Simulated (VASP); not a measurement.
# Hf (Im-3m) in VASP: settings compared

The runs below take Hf through single point, with PBE, PBEsol.

Everything below comes from runs of VASP 6.6.1. Logs are shortened: lines on timing, memory, paths and dates and some standing lists are left out, and cuts for length are marked.

### 1 The crystal as given

Symmetry: Im-3m, No. 229, cubic system. Conventional cell: a = 3.610 Å, b = 3.610 Å, c = 3.610 Å, α = 90.00°, β = 90.00°, γ = 90.00°. Hf (site symmetry m-3m) is surrounded by 8 Hf at 3.13 Å.

This isn't the form of Hf at room conditions, which is hcp.

### 2 Single point, PBE

File INCAR:

```
SYSTEM = Hf
  ALGO = Normal
  EDIFF = 1E-7
  ENCUT = 520
  GGA = PE
  ISIF = 2
  ISMEAR = -1
  LASPH = .TRUE.
  LCHARG = .FALSE.
  LREAL = .FALSE.
  LWAVE = .FALSE.
  NBANDS = 11
  NELM = 100
  PREC = Accurate
  SIGMA = 0.05
```

File KPOINTS:

```
k-points
0
G
  10 10 10
  0 0 0
```

File POSCAR:

```
Hf
1.0
   -1.8050000000      1.8050000000      1.8050000000
    1.8050000000     -1.8050000000      1.8050000000
    1.8050000000      1.8050000000     -1.8050000000
Hf
1
Direct
    0.0000000000      0.0000000000      0.0000000000
```

Potentials or basis: VASP PAW PBE potentials, release 64 (Hf_pv).

On the command line:

```console
$ cat potpaw_PBE.64/Hf_pv/POTCAR > POTCAR
$ mpirun -np 1 vasp_std > vasp.out
```

OUTCAR:

```text
SYSTEM = Hf
   EDIFF = 1E-7
   ENCUT = 520
   GGA = PE
   ISIF = 2
   ISMEAR = -1
   LASPH = .TRUE.
   LREAL = .FALSE.
   NELM = 100
   PREC = Accurate

 ion  position               nearest neighbor table
   1  0.000  0.000  0.000-

  LATTYP: Found a body centered cubic cell.
 ALAT       =     3.6100000000

  Lattice vectors:

 A1 = (  -1.8050000000,   1.8050000000,   1.8050000000)
 A2 = (   1.8050000000,  -1.8050000000,   1.8050000000)
 A3 = (   1.8050000000,   1.8050000000,  -1.8050000000)

Analysis of symmetry for initial positions (statically):
=====================================================================
 Subroutine PRICEL returns:
 Original cell was already a primitive cell.

 Routine SETGRP: Setting up the symmetry group for a
 body centered cubic supercell.

 Subroutine GETGRP returns: Found 48 space group operations
 (whereof 48 operations were pure point group operations)
 out of a pool of 48 trial point group operations.

The static configuration has the point symmetry O_h .

Analysis of symmetry for dynamics (positions and initial velocities):
=====================================================================
 Subroutine PRICEL returns:
 Original cell was already a primitive cell.

 Routine SETGRP: Setting up the symmetry group for a
 body centered cubic supercell.

 Subroutine GETGRP returns: Found 48 space group operations
 (whereof 48 operations were pure point group operations)
 out of a pool of 48 trial point group operations.

The dynamic configuration has the point symmetry O_h .

 Subroutine INISYM returns: Found 48 space group operations
 (whereof 48 operations are pure point group operations),
 and found     1 'primitive' translations

----------------------------------------------------------------------------------------

                                     Primitive cell

  volume of cell :      23.5229

  direct lattice vectors                    reciprocal lattice vectors
    -1.805000000  1.805000000  1.805000000     0.000000000  0.277008310  0.277008310
     1.805000000 -1.805000000  1.805000000     0.277008310  0.000000000  0.277008310
     1.805000000  1.805000000 -1.805000000     0.277008310  0.277008310  0.000000000

  length of vectors
     3.126351708  3.126351708  3.126351708     0.391748909  0.391748909  0.391748909

  position of ions in fractional coordinates (direct lattice)
     0.000000000  0.000000000  0.000000000

  ion indices of the primitive-cell ions
   primitive index   ion index
                 1           1

----------------------------------------------------------------------------------------

 KPOINTS: k-points

Automatic generation of k-mesh.
 Grid dimensions read from file:
 generate k-points for:   10   10   10

 Generating k-lattice:

  Cartesian coordinates                     Fractional coordinates (reciprocal lattice)
     0.000000000  0.027700831  0.027700831     0.100000000  0.000000000  0.000000000
     0.027700831  0.000000000  0.027700831     0.000000000  0.100000000  0.000000000
     0.027700831  0.027700831  0.000000000     0.000000000  0.000000000  0.100000000

  Length of vectors
     0.039174891  0.039174891  0.039174891

  Shift w.r.t. Gamma in fractional coordinates (k-lattice)
     0.000000000  0.000000000  0.000000000

 Subroutine IBZKPT returns following result:
 ===========================================

 Found     47 irreducible k-points:

 Following reciprocal coordinates:
            Coordinates               Weight
  0.000000  0.000000  0.000000      1.000000
  0.100000  0.000000  0.000000     12.000000
  0.200000  0.000000  0.000000     12.000000
  0.300000  0.000000  0.000000     12.000000
  0.400000  0.000000  0.000000     12.000000
  0.500000  0.000000  0.000000      6.000000
[... 39 lines left out ...]
  0.500000  0.500000  0.400000     12.000000
  0.500000  0.500000  0.500000      1.000000
   k-points           NKPTS =     47   k-points in BZ     NKDIM =     47   number of bands    NBANDS=     11
   number of dos      NEDOS =    301   number of ions     NIONS =      1
   total plane-waves  NPLWV =  13824
   dimension x,y,z NGX =    24 NGY =   24 NGZ =   24
   dimension x,y,z NGXF=    48 NGYF=   48 NGZF=   48
   ions per type =               1
   NGX,Y,Z   is equivalent  to a cutoff of  12.76, 12.76, 12.76 a.u.
   NGXF,Y,Z  is equivalent  to a cutoff of  25.52, 25.52, 25.52 a.u.
 SYSTEM =  Hf
   PREC   = accura    normal or accurate (medium, high low for compatibility)
   ISTART =      0    job   : 0-new  1-cont  2-samecut
   ICHARG =      2    charge: 1-file 2-atom 10-const
   ISPIN  =      1    spin polarized calculation?
   LNONCOLLINEAR =      F non collinear calculations
   LSORBIT =      F    spin-orbit coupling
   LASPH  =      T    aspherical Exc in radial PAW
   ENCUT  =  520.0 eV  38.22 Ry    6.18 a.u.   5.81  5.81  5.81*2*pi/ulx,y,z
   NELM   =    100;   NELMIN=  2; NELMDL= -5     # of ELM steps
   EDIFF  = 0.1E-06   stopping-criterion for ELM
   LREAL  =      F    real-space projection
[... 7 lines left out ...]
   TEBEG  =    0.0;   TEEND  =   0.0 temperature during run
   PSTRESS=    0.0 pullay stress
   NELECT =      10.0000    total number of electrons
   NUPDOWN=      -1.0000    fix difference up-down
   EMIN   =  10.00;   EMAX   =-10.00  energy-range for DOS
   EFERMI =   0.00;   METHOD = LEGACY
   ISMEAR =    -1;   SIGMA  =   0.05  broadening in eV -4-tet -1-fermi 0-gaus
   EFERMI_NEDOS =   21; number of points for ismear=-14 and -15
   IALGO  =     38    algorithm
   IMIX   =      4    mixing-type and parameters
     AMIX     =   0.40;   BMIX     =  1.00
     AMIX_MAG =   1.60;   BMIX_MAG =  1.00
  volume/ion in A,a.u.               =      23.52       158.74
  Fermi-wavevector in a.u.,A,eV,Ry     =   1.230961  2.326179 20.616432  1.515265
  Thomas-Fermi vector in A             =   2.365789
   LORBIT       =      0    0 simple, 1 ext, 2 COOP (PROOUT), +10 PAW based schemes
   GGA     = PE    functional components
   LHFCALC =     F    Hartree Fock is set to
   AEXX    =    0.0000 exact exchange contribution
   IVDW    =     0    specifies the selected vdW correction
   LEPSILON=     F    determine dielectric tensor
   LRPA    =     F    only Hartree local field effects (RPA)
 non-spin polarized calculation
  energy-cutoff  :      520.00
  volume of cell :       23.52
 maximum number of plane-waves:       682
   NGX = 11   NGY = 11   NGZ = 11

 number of electron      10.0000001 magnetization

 Free energy of the ion-electron system (eV)
  ---------------------------------------------------
  ext. energy  EPLUGINS =         0.00000000
  ---------------------------------------------------
  free energy    TOTEN  =        -9.73160922 eV

  energy without entropy =       -9.71634832  energy(sigma->0) =       -9.72397877

 E-fermi :   4.2452     XC(G=0): -11.0587

 val. band max:        4.1927457485   @ k =   0.3000   0.1000   0.1000
 cond. band min:       4.2476600087   @ k =   0.3000   0.2000  -0.0000
 fundamental gap:      0.0549142602
 Fermi energy:         4.2452406875

 k-point     1 :       0.0000    0.0000    0.0000
  band No.  band energies     occupation
      1     -25.7919      2.00000
      2     -25.7919      2.00000
      3     -25.7919      2.00000
      4      -2.6290      2.00000
      5       5.7278      0.00000
      6       5.7278      0.00000
      7       5.7278      0.00000
      8       8.3648      0.00000
      9       8.3648      0.00000
     10      17.2904      0.00000
     11      17.2904      0.00000

 k-point     2 :       0.1000    0.0000    0.0000
  band No.  band energies     occupation
      1     -25.8615      2.00000
      2     -25.8139      2.00000
      3     -25.7920      2.00000
      4      -2.2838      2.00000
      5       5.4930      0.00000
      6       5.6180      0.00000
      7       6.0678      0.00000
      8       8.0332      0.00000
      9       8.3656      0.00000
     10      17.3128      0.00000
     11      17.5901      0.00000

 k-point     3 :       0.2000    0.0000    0.0000
  band No.  band energies     occupation
      1     -26.0396      2.00000
      2     -25.8713      2.00000
      3     -25.7925      2.00000
      4      -1.3372      2.00000
      5       4.9489      0.00000
      6       5.1218      0.00000
      7       7.0581      0.00000
      8       7.7944      0.00000
      9       8.4252      0.00000
     10      17.3091      0.00000
     11      17.7579      0.00000

 k-point     4 :       0.3000    0.0000    0.0000
  band No.  band energies     occupation
      1     -26.2521      2.00000
      2     -25.9413      2.00000
      3     -25.7932      2.00000
      4      -0.1041      2.00000
      5       4.3775      0.13252
      6       4.5645      0.00337
      7       8.0356      0.00000
      8       8.5935      0.00000
      9       8.6292      0.00000
     10      16.5061      0.00000
     11      16.8090      0.00000

 k-point     5 :       0.4000    0.0000    0.0000
  band No.  band energies     occupation
      1     -26.4181      2.00000
      2     -25.9971      2.00000
      3     -25.7938      2.00000
      4       0.7879      2.00000
      5       3.9730      1.99140
      6       4.7019      0.00022
      7       8.2409      0.00000
      8       8.9429      0.00000
      9      10.3816      0.00000
     10      14.6189      0.00000
     11      15.0794      0.00000

 k-point     6 :       0.5000    0.0000    0.0000
  band No.  band energies     occupation
      1     -26.4803      2.00000
      2     -26.0183      2.00000
      3     -25.7940      2.00000
      4       1.0193      2.00000
      5       3.8292      1.99951
      6       5.1315      0.00000
      7       8.1687      0.00000
      8       9.1189      0.00000
      9      11.4074      0.00000
     10      13.7441      0.00000
     11      14.4895      0.00000

 k-point     7 :       0.1000    0.1000    0.0000
  band No.  band energies     occupation
      1     -25.9843      2.00000
      2     -25.8385      2.00000
      3     -25.8087      2.00000
      4      -1.6330      2.00000
      5       5.1697      0.00000
      6       5.2201      0.00000
      7       6.7749      0.00000
      8       7.6487      0.00000
      9       8.5173      0.00000
     10      17.3110      0.00000
     11      18.1025      0.00000

 k-point     8 :       0.2000    0.1000    0.0000
  band No.  band energies     occupation
      1     -26.1673      2.00000
      2     -25.9075      2.00000
      3     -25.8159      2.00000
      4      -0.4998      2.00000
      5       4.5727      0.00286
      6       4.6678      0.00043
      7       7.6132      0.00000
      8       8.0839      0.00000
      9       8.7587      0.00000
     10      17.1736      0.00000
     11      17.3552      0.00000
[... 365 lines left out ...]
 k-point    35 :      -0.3000    0.3000    0.2000
  band No.  band energies     occupation
      1     -26.2200      2.00000
      2     -26.0288      2.00000
      3     -25.9768      2.00000
      4       0.9710      2.00000
      5       4.1302      1.81781
      6       5.5358      0.00000
      7       6.2484      0.00000
      8       8.2614      0.00000
      9       9.0028      0.00000
     10      16.1004      0.00000
     11      17.3229      0.00000

 k-point    36 :      -0.4000    0.4000    0.2000
  band No.  band energies     occupation
      1     -26.3585      2.00000
      2     -26.0876      2.00000
      3     -25.9703      2.00000
      4       1.8677      2.00000
      5       3.5853      2.00000
      6       5.2596      0.00000
      7       6.4959      0.00000
      8       9.3777      0.00000
      9      10.0341      0.00000
     10      14.8375      0.00000
     11      17.3218      0.00000

 k-point    37 :      -0.3000    0.4000    0.2000
  band No.  band energies     occupation
      1     -26.3002      2.00000
      2     -26.1188      2.00000
      3     -26.0072      2.00000
      4       1.9398      2.00000
      5       3.4039      2.00000
      6       5.5162      0.00000
      7       6.7855      0.00000
      8       8.5395      0.00000
      9       9.7647      0.00000
     10      15.5327      0.00000
     11      17.3213      0.00000

 k-point    38 :       0.5000    0.5000    0.2000
  band No.  band energies     occupation
      1     -26.4115      2.00000
      2     -26.1099      2.00000
      3     -25.9668      2.00000
      4       2.1005      2.00000
      5       3.6206      1.99999
      6       5.1496      0.00000
      7       6.2477      0.00000
      8      10.4279      0.00000
      9      11.1287      0.00000
     10      13.3310      0.00000
     11      16.3812      0.00000

 k-point    39 :      -0.4000    0.5000    0.2000
  band No.  band energies     occupation
      1     -26.3578      2.00000
      2     -26.1839      2.00000
      3     -26.0060      2.00000
      4       2.5152      2.00000
      5       3.1267      2.00000
      6       5.0050      0.00000
      7       7.1580      0.00000
      8       9.3798      0.00000
      9      11.6191      0.00000
     10      13.4101      0.00000
     11      15.8726      0.00000

 k-point    40 :      -0.4000   -0.4000    0.2000
  band No.  band energies     occupation
      1     -26.2946      2.00000
      2     -26.2946      2.00000
      3     -26.0084      2.00000
      4       2.9181      2.00000
      5       2.9181      2.00000
      6       4.5005      0.01206
      7       8.6796      0.00000
      8       8.6796      0.00000
      9      12.1470      0.00000
     10      13.8632      0.00000
     11      13.8632      0.00000

 [... further k-points ...]
[... 5 lines left out ...]
  --------------------------------------------------------------------------------------
  -------------------------------------------------------------------------------------
  Total       -0.7708470     -0.7708470     -0.7708470      0.0000000      0.0000000     -0.0000000
  in kB      -52.5033689    -52.5033689    -52.5033689      0.0000000      0.0000000     -0.0000000
  external PRESSURE =     -52.5033689 kB  Pullay stress =       0.0000000 kB

 VOLUME and BASIS-vectors are now :
 -----------------------------------------------------------------------------
  energy-cutoff  :      520.00
  volume of cell :       23.52
      direct lattice vectors                 reciprocal lattice vectors
    -1.805000000  1.805000000  1.805000000     0.000000000  0.277008310  0.277008310
     1.805000000 -1.805000000  1.805000000     0.277008310  0.000000000  0.277008310
     1.805000000  1.805000000 -1.805000000     0.277008310  0.277008310  0.000000000

 POSITION                                       TOTAL-FORCE (eV/Angst)
 -----------------------------------------------------------------------------------
      0.00000      0.00000      0.00000        -0.000000      0.000000      0.000000
 -----------------------------------------------------------------------------------
    total drift:                                0.000000      0.000000     -0.000000

  FREE ENERGIE OF THE ION-ELECTRON SYSTEM (eV)
  ---------------------------------------------------
  free  energy   TOTEN  =        -9.7316092238 eV

  energy  without entropy=       -9.7163483196  energy(sigma->0) =       -9.72397877
```

Run time: 5.4 s. Hardware: 1 thread of Intel Xeon Platinum 8488C (Sapphire Rapids), shared host; peak memory 0.14 GiB.

Results:

```
Free energy            : -9.7316 eV
Pressure               : -5.3 GPa
Band gap on the k mesh : none (metal or under the smearing width)
```

Levels at points of the mesh, in eV from the Fermi level:
| k point | band 1 | band 2 | band 3 | band 4 | band 5 | band 6 | band 7 | band 8 | band 9 | band 10 |
| --- | --- | --- | --- | --- | --- | --- | --- | --- | --- | --- |
| (0.00, 0.00, 0.00) | -30.04 | -30.04 | -30.04 | -6.87 | 1.48 | 1.48 | 1.48 | 4.12 | 4.12 | 13.05 |
| (0.50, 0.00, 0.00) | -30.73 | -30.26 | -30.04 | -3.23 | -0.42 | 0.89 | 3.92 | 4.87 | 7.16 | 9.50 |
| (0.50, 0.50, 0.50) | -30.52 | -30.52 | -30.52 | -2.37 | -2.37 | 6.40 | 6.40 | 6.40 | 6.84 | 6.84 |

(Part 1 of 2 ends here.)
